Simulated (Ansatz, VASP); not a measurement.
## One calculation of AlN, two programs

Contents of INCAR:

```
SYSTEM = AlN
PREC = Accurate
ENCUT = 520
EDIFF = 1E-6
ISMEAR = -1
SIGMA = 0.08
LREAL = .False.
LASPH = .True.
NELM = 80
ALGO = Normal
ISIF = 2
LWAVE = .False.
LCHARG = .False.
GGA = PE
NBANDS = 16
```

File KPOINTS:

```
Automatic mesh
0
Gamma
  13 13 7
  0 0 0
```

Contents of POSCAR:

```
AlN
1.0
    2.5122260678      0.0000000000      0.0000000000
   -1.2561130339      2.1756515947      0.0000000000
    0.0000000000      0.0000000000      4.3736815193
Al N
2 2
Direct
    0.0000000000      0.0000000000      0.0000000000
    0.0000000000      0.0000000000      0.5000000000
    0.3333333333      0.6666666667      0.2500000000
    0.6666666667      0.3333333333      0.7500000000
```

Input for Ansatz:

```yaml
crystal:
  lattice:
    - [2.5122260678, 0.0, 0.0]
    - [-1.2561130339, 2.1756515947, 0.0]
    - [0.0, 0.0, 4.3736815193]
  atoms:
    - { symbol: Al, position: [0.0, 0.0, 0.0] }
    - { symbol: Al, position: [0.0, 0.0, 0.5] }
    - { symbol: "N", position: [0.3333333333, 0.6666666667, 0.25] }
    - { symbol: "N", position: [0.6666666667, 0.3333333333, 0.75] }
kpoints:
  mp_grid: { grid: [13, 13, 7] }
scf:
  occupations: { method: fermi_dirac, width: 0.08 }
hamiltonian:
  xc: pbe
  pseudopotentials: { kind: all_electron, lapw: { basis_error: 0.0005 } }
output:
  forces: true
  stress: true
  eigenvalues: true
  populations: true
```

Alike in both runs: task single point; functional PBE; k mesh 13 × 13 × 7; occupations fermi-dirac, width 0.08 eV; no spin polarisation.

|  | VASP | Ansatz |
| --- | --- | --- |
| version | VASP 6.6.1 | Ansatz 0.2.0 |
| potentials or method | VASP PAW PBE potentials, release 64 (Al, N) | all-electron LAPW, scalar-relativistic |
| plane-wave cutoff (eV) | 520 | see its input |

|  | VASP | Ansatz | Ansatz less VASP |
| --- | --- | --- | --- |
| gap on the k mesh at the Fermi level (eV) | 5.55 | 5.58 | +0.029 |

Ansatz ran all-electron here, so the differences hold the error of VASP's frozen core and of both bases.

Caveats: an odd mesh through Γ misses points on the zone boundary, where band edges often lie. Expect the measured gap to be larger: semilocal functionals such as PBE lack the derivative discontinuity.
